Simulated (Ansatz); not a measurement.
# AlN: the cost of one run

Method: DFT PBE, scalar-relativistic, plane waves, PAW, in Ansatz 0.2.0.

## Step 1: Starting point

The structure is hexagonal, space group P6_3mc (No. 186). The conventional cell has a = 3.130 Å, b = 3.130 Å, c = 5.017 Å, α = 90.00°, β = 90.00°, γ = 120.00°. Al (site symmetry 3m) has 4 N at 1.90 to 1.91 Å as nearest neighbours. N (site symmetry 3m) is surrounded by 4 Al at 1.90 to 1.91 Å.

Coordinates:

```cif
data_structure
_symmetry_space_group_name_H-M 'P6_3mc'
_symmetry_Int_Tables_number 186
_cell_length_a 3.1299
_cell_length_b 3.1299
_cell_length_c 5.0170
_cell_angle_alpha 90.000
_cell_angle_beta 90.000
_cell_angle_gamma 120.000
_cell_volume 42.56
loop_
_atom_site_label
_atom_site_type_symbol
_atom_site_symmetry_multiplicity
_atom_site_Wyckoff_symbol
_atom_site_fract_x
_atom_site_fract_y
_atom_site_fract_z
_atom_site_occupancy
Al1 Al 2 b 0.33333 0.66667 0.00173 1
N1 N 2 b 0.33333 0.66667 0.38327 1
```

This cell was relaxed beforehand with the same method: volume 10.64 Å³/atom, gap on the mesh 4.04 eV.

## Step 2: The scan

The energy is mapped over a normal mode and a strain (zone-centre modes of the cell shown) (x along [1 0 0], y along [1 2 0], z along [0 0 1] of the conventional cell).

First coordinate, amplitude of mode 4 (237 cm⁻¹), largest displacement in the unstrained cell: 7 values from −0.088 Å. Second coordinate, equal normal strain along x, y and z: 7 values from −2.50 %.

Nothing else is relaxed (the pattern is fixed in fractional coordinates). Energies count from the relaxed high-symmetry cell. Points are written as (first, second).

The modes come from a phonon run on the reference cell, made beforehand.

The patterns, per unit of each coordinate (Å):

```tsv
atom	x1	y1	z1
Al1	1.000	0.000	0.000
Al2	-1.000	0.000	0.000
N3	-0.884	0.000	0.000
N4	0.884	0.000	0.000
```

## Step 3: The run at (−0.059 Å, −2.50 %)

input.yaml

```yaml
crystal:
  lattice:
    - [3.0516417583, 0.0, 0.0]
    - [-1.5258208791, 2.6427992859, 0.0]
    - [0.0, 0.0, 4.8915323887]
  atoms:
    - { symbol: Al, position: [0.3145786745, 0.6666666667, 0.0017290859] }
    - { symbol: Al, position: [0.6854213255, 0.3333333333, 0.5017290859] }
    - { symbol: "N", position: [0.3499209499, 0.6666666667, 0.3832709141] }
    - { symbol: "N", position: [0.6500790501, 0.3333333333, 0.8832709141] }
basis:
  ecutwfc: 520.0
kpoints:
  mp_grid: { grid: [9, 9, 6] }
hamiltonian:
  xc: pbe
  pseudopotentials: { kind: paw, azcp: { folder: soft_1 } }
scf:
  occupations: { method: gaussian, width: 0.05 }
output:
  forces: true
  stress: true
  eigenvalues: true
  write_density: true
  write_potential: true
  elf: true
  volumetric_format: npy
```

Run with:

```bash
$ ansatz run input.yaml --threads 1 --pin off --max-ram 2048MiB --backend cpu --events-out ev --progress --plain --runs-dir out
```

Q: Estimate wall time and peak memory on 1 thread of Arm Neoverse N1, shared host.

About 23 s, with a peak of 0.38 GiB.
